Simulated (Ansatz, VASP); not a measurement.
# One calculation of Hg, two programs

INCAR

```
SYSTEM = Hg
PREC     = Accurate       ! precision mode
ENCUT    = 520            ! plane-wave cutoff, eV
EDIFF    = 1E-7           ! SCF threshold, eV
ISMEAR   = -1             ! smearing method
SIGMA    = 0.05           ! smearing width, eV
LREAL    = .False.        ! projectors in reciprocal space
LASPH    = .True.         ! aspherical terms in the spheres
NELM     = 100            ! most SCF steps
ALGO     = Normal         ! electronic algorithm
ISIF     = 2              ! what is computed and relaxed
LWAVE    = .False.        ! write WAVECAR
LCHARG   = .False.        ! write CHGCAR
GGA      = PE             ! functional
NBANDS   = 12             ! bands
```

File KPOINTS:

```
regular mesh
0
Gamma
  9 9 9
  0 0 0
```

The input POSCAR:

```
Hg
1.0
    2.1243184923     -2.6725824964      0.0000000000
    2.1243184923      2.6725824964      0.0000000000
   -2.1151288124      0.0000000000      2.8921990043
Hg
1
Direct
    0.0000000000      0.0000000000      0.0000000000
```

The input input.yaml:

```yaml
crystal:
  lattice:
    - [2.1243184923, -2.6725824964, 0.0]
    - [2.1243184923, 2.6725824964, 0.0]
    - [-2.1151288124, 0.0, 2.8921990043]
  atoms:
    - { symbol: Hg, position: [0.0, 0.0, 0.0] }
hamiltonian:
  xc: pbe
  pseudopotentials: { kind: paw }
kpoints:
  mp_grid: { grid: [9, 9, 9] }
scf:
  occupations: { method: fermi_dirac, width: 0.05 }
output:
  forces: true
  stress: true
  eigenvalues: true
```

Alike in both runs: task single point; functional PBE; k mesh 9 × 9 × 9; occupations fermi-dirac, width 0.05 eV; no spin polarisation.

|  | VASP | Ansatz |
| --- | --- | --- |
| version | VASP 6.6.1 | Ansatz 0.2.0 |
| potentials or method | VASP PAW PBE potentials, release 64 (Hg) | Ansatz PAW |
| plane-wave cutoff (eV) | 520 | 420 |
| valence electrons in the cell | 12 | 20 |

Ansatz gave:

| Quantity | Value |
| --- | --- |
| gap on the k mesh at the Fermi level (eV) | none |
| pressure (GPa) | -0.6 |
| largest component of the traceless stress (GPa) | 0.33 |

Task: Estimate VASP's values.

Result: gap on the k mesh at the Fermi level (eV): none; pressure (GPa): -0.5; largest component of the traceless stress (GPa): 0.34.

A gap of «none» marks a metal or a gap that the smearing closes. The two sets of potentials don't hold the same shells in valence.

Spin-orbit coupling is left out, which matters for the levels of Hg.
